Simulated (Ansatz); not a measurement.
# KI (Fm-3m): the PBE gap against the k mesh of the density

How far can the k mesh of the density be lowered for the gap of KI (Fm-3m)?

Method: DFT, PBE, plane waves, PAW, in Ansatz 0.2.0.

## Step 1: Set-up

The structure is cubic, space group Fm-3m (No. 225). Conventional cell: a = 7.066 Å, b = 7.066 Å, c = 7.066 Å, α = 90.00°, β = 90.00°, γ = 90.00°. Nearest to K lie 6 I at 3.53 Å. Nearest to I lie 6 K at 3.53 Å. Farther neighbours and most contacts between anions are not listed.

The cell and positions come from the Crystallography Open Database and are kept as given unless a step says otherwise. Spin-orbit coupling is left out unless a step names it. The default PAW set here is soft_2. Its files were made with PBE.

## Step 2: k mesh of the density: 2×2×2

input.yaml

```yaml
crystal:
  lattice:
    - [0.0, 3.532775, 3.532775]
    - [3.532775, 0.0, 3.532775]
    - [3.532775, 3.532775, 0.0]
  atoms:
    - { symbol: K, position: [0.0, 0.0, 0.0] }
    - { symbol: I, position: [0.5, 0.5, 0.5] }
kpoints:
  mp_grid: { grid: [2, 2, 2] }
  band_path:
    path:
      - [0.0, 0.0, 0.0]
      - [0.5, 0.0, 0.5]
      - [0.625, 0.25, 0.625]
      - [0.375, 0.375, 0.75]
      - [0.5, 0.5, 0.5]
      - [0.5, 0.25, 0.75]
    npoints: 1
hamiltonian:
  xc: pbe
scf:
  occupations: { method: fixed }
  n_extra_bands: 4
output:
  eigenvalues: true
```

Command:

```sh
ansatz run input.yaml --threads 3 --pin off --max-ram 92160MiB --backend cuda --events-out ev --progress --plain --runs-dir out --devices 1 --max-vram 13GiB
```

Numbers of over 12 decimals in the logs are rounded to 6 here.

What it wrote:

```text
scf.n_extra_bands = 4 over 13 filled bands (N_el = 26.0): the run solves 17 bands
GPUs: using 1 of 1 available (devices: 1).
Engine: ansatz 0.2.0, x86_64-unknown-linux-gnu
Pseudopotentials: kind: paw
Pseudopotential: K, paw, valence charge 9, recommended cutoff 420 eV (normal), K.paw.azcp
Pseudopotential: I, paw, valence charge 17, recommended cutoff 420 eV (normal), I.paw.azcp
Functional definition: PBE
  parameter kappa = 0.804
  parameter beta = 0.066725
  exchange = pbe_x(kappa = kappa, mu = beta*pi^2/3)
  correlation = pbe_c(beta = beta)
device memory: the entry about to start is reckoned to put 1.8 GiB on a device that reports 60.2 GiB free (of which the cap on the GPU budget leaves the run 13.0 GiB)
GPU FFT provider: cuFFT
GPU libraries: cuBLAS 13.8.2, cuFFT 12.4.0, cuSOLVER 12.3.4
Crystal: 2 atoms, lattice volume = 88.182 Å³
Basis set: ecut = 420 eV, 1759 PW (Γ)
Bands: 17, of which v1, the nominal top of the filled ones, is band 13 counted from 1 (12 counted from 0)
Symmetry: 48 space group operations
Space group: Fm-3m (ITA 225), of the structure as read, at distance tolerance 4.5e-5 Å
k-points: 3 of 8
Non-local potential: K, projectors of the file, l = 0: 3, l = 1: 2, l = 2: 2
Non-local potential: I, projectors of the file, l = 0: 2, l = 1: 2, l = 2: 2, l = 3: 2
PAW form: soft (Blöchl's): semilocal exchange-correlation on the pseudo side does not see the compensation charge
PAW one-centre angular grid: K, 110 points (default); XC on 64 Gauss nodes
PAW one-centre angular grid: I, 590 points (default); XC on 64 Gauss nodes
Initial density: superposition of atomic densities (neutral atoms: chi_scale 0, normalization atom), corrected by the library's trained network
Initial wavefunctions: pseudopotential atomic-orbital guess
GPU buffer pool allocated for 46656 grid points (all kernels)
GPU transforms: local potential and band sums: pruned to the plane-wave sphere, on 36×36×36
Functional: x = pbe(κ = 0.804, μ = 0.219515), c = pbe(β = 0.066725)
SCF iter   1: F=—  HF=-9053.542223 eV  |F-HF|=—  |Δ(HF+E_count)|=         —  Δρ=1.59e-3  dr2=6.85e-3  ethr=1.77e-3  ⟨swp⟩=5.7  Hψ=239  notcnv=0  defer=2
preconditioner: auto → none  [insulator: Δε(μ)=3.960 eV  Ē_g=13.866 eV  n_scr=14 (ndim 8)  ℏωp=14.8 eV  f_vac=0.139  ε∞_Penn≈2.1]
SCF iter   2: F=—  HF=-9053.540322 eV  |F-HF|=—  |Δ(HF+E_count)|=   1.90e-3  Δρ=5.53e-4  dr2=3.08e-4  ethr=2.64e-5  ⟨swp⟩=3.0  Hψ=124  notcnv=0  defer=4
SCF iter   3: F=—  HF=-9053.540450 eV  |F-HF|=—  |Δ(HF+E_count)|=   1.28e-4  Δρ=2.38e-4  dr2=6.69e-5  ethr=1.19e-6  ⟨swp⟩=2.0  Hψ=98  notcnv=0  defer=4
SCF iter   4: F=—  HF=-9053.540651 eV  |F-HF|=—  |Δ(HF+E_count)|=   2.01e-4  Δρ=4.61e-5  dr2=1.70e-6  ethr=2.57e-7  ⟨swp⟩=3.3  Hψ=95  notcnv=0  defer=4
iter 5 did not close the SCF: its close was put off for the readings that it lacked (scf_convergence_deferred on its scf_iter line)
SCF iter   5: F=-9053.540655 eV  HF=-9053.540655 eV  |F-HF|=1.54e-8  |Δ(HF+E_count)|=   3.45e-6  Δρ=5.30e-6  dr2=4.30e-8  ethr=6.55e-9  ⟨swp⟩=3.0  Hψ=97  notcnv=0  defer=4
SCF iter   6: F=-9053.540655 eV  HF=-9053.540655 eV  |F-HF|=2.22e-10  |Δ(HF+E_count)|=   1.74e-8  Δρ=1.13e-6  dr2=8.05e-10  ethr=1.65e-10  ⟨swp⟩=4.7  Hψ=248  notcnv=0
SCF 1 converged in 6 iterations: F = -9053.540655 eV  dr2 = 8.05e-10
[...]
device memory: the entry about to start is reckoned to put 1.1 GiB on a device that reports 59.7 GiB free (of which the cap on the GPU budget leaves the run 13.0 GiB)
NSCF: frozen V_eff on 6 k-points
SCF converged after 6 iterations
Free energy (F): -9053.540655 eV
Harris-Foulkes:  -9053.540655 eV  (|F-HF|=2.22e-10)
Internal energy: -9053.540655 eV  (E = F + TS)
E sigma→0 (E₀):  -9053.540655 eV
Fermi energy:    2.353827 eV
--- Per-component energies (eV) ---
  E_band       = -519.319696
  E_kinetic    = 443.743928
  E_local      = -2833.125927  (includes V_loc(G=0)·N_el)
  E_nonlocal   = -77.171622
  E_hartree    = 1344.457505
  E_xc         = -263.656976
  E_vxc        = -294.032864  (∫ρ·V_xc dr)
  E_paw        = -5599.355198  (= ΣΔE_a)
  E_vpaw       = -447.647190  (= ΣTr[D̂ρ^β])
  E_aug_tail   = -0.000007  (compensation charges beyond the density's cutoff)
  E_ewald      = -2068.432357
  E_smearing   = -0.000000  (= −TS)
  E_closure    = 0.000000  (closes the sum)
  Σ components = -9053.540655   (vs F -9053.540655, Δ=0.00e0)
--- Band table (eV) ---
  k-point 0: bands = [... 9 lower, -8.1236, 2.3538, 2.3538, 2.3538, 6.2893, 8.7989, 8.7989, 8.7989]
  k-point 1: bands = [... 9 lower, -7.8536, 1.0217, 2.0128, 2.0128, 7.8534, 10.0305, 10.4700, 10.4700]
  k-point 2: bands = [... 9 lower, -7.9786, 1.3479, 1.9834, 1.9834, 7.2521, 8.0693, 10.3718, 10.9702]
```

The job ended after 8 s (1 × NVIDIA H100 80GB HBM3 (shared by 6 runs) with 3 threads of AMD EPYC 7R13 (Zen 3), shared host; peak memory 0.87 GiB).

Numbers from this step:

```
gap                  : 3.936 eV
valence top at       : Γ
conduction bottom at : Γ
least direct gap     : 3.936 eV
```

The gap is direct, at Γ.

## Step 3: k mesh of the density: 4×4×4

input.yaml, as its differences from that of step 2:

```diff
@@ -9,3 +9,3 @@
 kpoints:
-  mp_grid: { grid: [2, 2, 2] }
+  mp_grid: { grid: [4, 4, 4] }
   band_path:
```

What it wrote:

```text
[...]
GPUs: using 1 of 1 available (devices: 1).
[...]
GPU FFT provider: cuFFT
GPU libraries: cuBLAS 13.8.2, cuFFT 12.4.0, cuSOLVER 12.3.4
Crystal: 2 atoms, lattice volume = 88.182 Å³
Basis set: ecut = 420 eV, 1759 PW (Γ)
Bands: 17, of which v1, the nominal top of the filled ones, is band 13 counted from 1 (12 counted from 0)
[... 1 set-up line as in the run before ...]
[...]
k-points: 8 of 64
[...]
E sigma→0 (E₀):  -9053.689078 eV
Fermi energy:    2.267640 eV
[...]
--- Band table (eV; the first three rows and the last of 8) ---
  k-point 0: bands = [... 9 lower, -8.2339, 2.2676, 2.2676, 2.2676, 6.2342, 8.7740, 8.7740, 8.7740]
  k-point 1: bands = [... 9 lower, -8.0914, 1.5091, 2.0914, 2.0914, 7.3291, 8.8465, 9.3824, 9.3824]
  k-point 2: bands = [... 9 lower, -7.9566, 0.9497, 1.9315, 1.9315, 7.7954, 9.9767, 10.4316, 10.4316]
  k-point 7: bands = [... 9 lower, -8.0325, 1.5417, 1.5417, 1.6690, 8.7387, 8.7387, 8.9137, 10.4549]
[key lines of the parts left out:]
SCF converged after 6 iterations
Free energy (F): -9053.689078 eV
```

Run time: 8.2 s. Hardware: 1 × NVIDIA H100 80GB HBM3 (shared by 6 runs) with 3 threads; peak memory 0.88 GiB; 3.1 s of CPU time.

This step gave:

| Item | Value |
| --- | --- |
| gap | 3.967 eV |
| valence top at | Γ |
| conduction bottom at | Γ |
| least direct gap | 3.967 eV |

The gap is 3.967 eV, +0.031 eV from the run before at this level.

## Step 4: k mesh of the density: 6×6×6 (the default)

input.yaml, the sections that differ from step 3:

```yaml
kpoints:
  mp_grid: { grid: [6, 6, 6] }
  band_path:
    path:
      - [[0.0, 0.0, 0.0], [0.5, 0.0, 0.5], [0.625, 0.25, 0.625]]
      - [[0.375, 0.375, 0.75], [0.0, 0.0, 0.0], [0.5, 0.5, 0.5], [0.5, 0.25, 0.75], [0.5, 0.0, 0.5]]
    npoints: 10
scf:
  occupations: { method: fermi_dirac, width: 0.02 }
  n_extra_bands: 4
output:
  eigenvalues: true
  write_density: true
  write_potential: true
  elf: true
  volumetric_format: npy
# crystal, hamiltonian: as in step 3
```

What it wrote:

```text
[...]
GPUs: using 1 of 1 available (devices: 1).
[...]
GPU FFT provider: cuFFT
GPU libraries: cuBLAS 13.8.2, cuFFT 12.4.0, cuSOLVER 12.3.4
Crystal: 2 atoms, lattice volume = 88.182 Å³
Basis set: ecut = 420 eV, 1759 PW (Γ)
Bands: 17, of which v1, the nominal top of the filled ones, is band 13 counted from 1 (12 counted from 0)
[... 1 set-up line as in the run before ...]
[...]
k-points: 16 of 216
[...]
E sigma→0 (E₀):  -9053.689942 eV
Fermi energy:    4.261863 eV
[...]
--- Band table (eV; the first three rows and the last of 16) ---
  k-point 0: bands = [... 9 lower, -8.2351, 2.2667, 2.2667, 2.2667, 6.2336, 8.7736, 8.7736, 8.7736]
  k-point 1: bands = [... 9 lower, -8.1626, 1.8495, 2.1763, 2.1763, 6.8564, 8.6929, 9.0642, 9.0642]
  k-point 2: bands = [... 9 lower, -8.0244, 1.2130, 2.0088, 2.0088, 7.6207, 9.2921, 9.7694, 9.7694]
  k-point 15: bands = [... 9 lower, -8.0482, 1.3977, 1.7059, 1.7239, 7.9401, 8.6670, 9.6795, 10.5848]
[key lines of the parts left out:]
SCF converged after 6 iterations
Free energy (F): -9053.689942 eV
```

Run time: 8.1 s. Hardware: 1 × NVIDIA H100 80GB HBM3 (shared by 6 runs) with 3 threads; peak memory 0.9 GiB; 2.8 s of CPU time.

This step gave:

```yaml
gap: 3.967 eV
valence_top_at: Γ
conduction_bottom_at: Γ
least_direct_gap: 3.967 eV
```

The gap is 3.967 eV, as in the run before at this level.

## Step 5: k mesh of the density: 8×8×8

input.yaml, the sections that differ from step 4:

```yaml
kpoints:
  mp_grid: { grid: [8, 8, 8] }
  band_path:
    path:
      - [0.0, 0.0, 0.0]
      - [0.5, 0.0, 0.5]
      - [0.625, 0.25, 0.625]
      - [0.375, 0.375, 0.75]
      - [0.5, 0.5, 0.5]
      - [0.5, 0.25, 0.75]
    npoints: 1
scf:
  occupations: { method: fixed }
  n_extra_bands: 4
output:
  eigenvalues: true
# crystal, hamiltonian: as in step 4
```

What it wrote:

```text
[...]
GPUs: using 1 of 1 available (devices: 1).
[...]
GPU FFT provider: cuFFT
GPU libraries: cuBLAS 13.8.2, cuFFT 12.4.0, cuSOLVER 12.3.4
Crystal: 2 atoms, lattice volume = 88.182 Å³
Basis set: ecut = 420 eV, 1759 PW (Γ)
Bands: 17, of which v1, the nominal top of the filled ones, is band 13 counted from 1 (12 counted from 0)
[... 1 set-up line as in the run before ...]
[...]
k-points: 29 of 512
[...]
E sigma→0 (E₀):  -9053.689955 eV
Fermi energy:    2.266714 eV
[...]
--- Band table (eV; the first three rows and the last of 29) ---
  k-point 0: bands = [... 9 lower, -8.2351, 2.2667, 2.2667, 2.2667, 6.2336, 8.7736, 8.7736, 8.7736]
  k-point 1: bands = [... 9 lower, -8.1923, 2.0103, 2.2132, 2.2132, 6.6151, 8.7006, 8.9418, 8.9418]
  k-point 2: bands = [... 9 lower, -8.0925, 1.5083, 2.0905, 2.0905, 7.3284, 8.8460, 9.3821, 9.3821]
  k-point 28: bands = [... 9 lower, -8.0337, 1.5408, 1.5408, 1.6681, 8.7381, 8.7381, 8.9134, 10.4546]
[key lines of the parts left out:]
SCF converged after 6 iterations
Free energy (F): -9053.689955 eV
```

Wall time 4.5 s (1 × NVIDIA H100 80GB HBM3 (shared by 6 runs) with 3 threads); peak memory 0.89 GiB; 2.7 s of CPU time.

This step gave:

```yaml
gap: 3.967 eV
valence_top_at: Γ
conduction_bottom_at: Γ
least_direct_gap: 3.967 eV
```

The gap is 3.967 eV, as in the run before at this level.

## Step 6: The series

Differences are against the last row; a negative gap means that bands overlap, and a run with a band path holds that path's time. Times are wall times on 1 × NVIDIA H100 80GB HBM3 (shared by 6 runs) with 3 threads of AMD EPYC 7R13 (Zen 3), shared host, good to a factor of about two.

| k mesh of the density | gap (eV) | direct gap (eV) | gap error (eV) | energy error (meV/atom) | irreducible k | time |
| --- | --- | --- | --- | --- | --- | --- |
| 2×2×2 | 3.936 | 3.936 | −0.031 | +74.7 | 3 | 8 s |
| 4×4×4 | 3.967 | 3.967 | −0.0003 | +0.4 | 8 | 8.2 s |
| 6×6×6 | 3.967 | 3.967 | +0.000 | +0.0 | 16 | 8.1 s |
| 8×8×8 | 3.967 | 3.967 | +0.000 | +0.0 | 29 | 4.5 s |

## Step 7: Summary of results

| Property | Result |
| --- | --- |
| 2×2×2 | 3.936 eV |
| 4×4×4 | 3.967 eV |
| 6×6×6 | 3.967 eV |
| 8×8×8 | 3.967 eV |

The gap holds to 0.02 eV from 4×4×4 on. At 2×2×2 the gap is off by −0.031 eV and the energy by +75 meV/atom. The gap is read over the mesh and added points near the edges, so meshes differ mainly through the density and, for a hybrid, the exchange operator.

[Paths, hosts, dates, memory and timing lines, banners, echoed tables and standing remarks are left out of the program output.]

[Logs are printed without paths, hosts, clocks, repeated set-up lines and the standing remarks that a program may print on its own settings, such as how far it seeks lower states.]

[Runs of the session that timed out or met a known fault of the program may be left out.]

[Cells called generated may have been cut or substituted from an entry of the Crystallography Open Database or the Materials Project.]

[Hosts, paths, dates, database ids (printed as entryN), source tags and the programs' standing remarks are cut or masked in the printed files.]
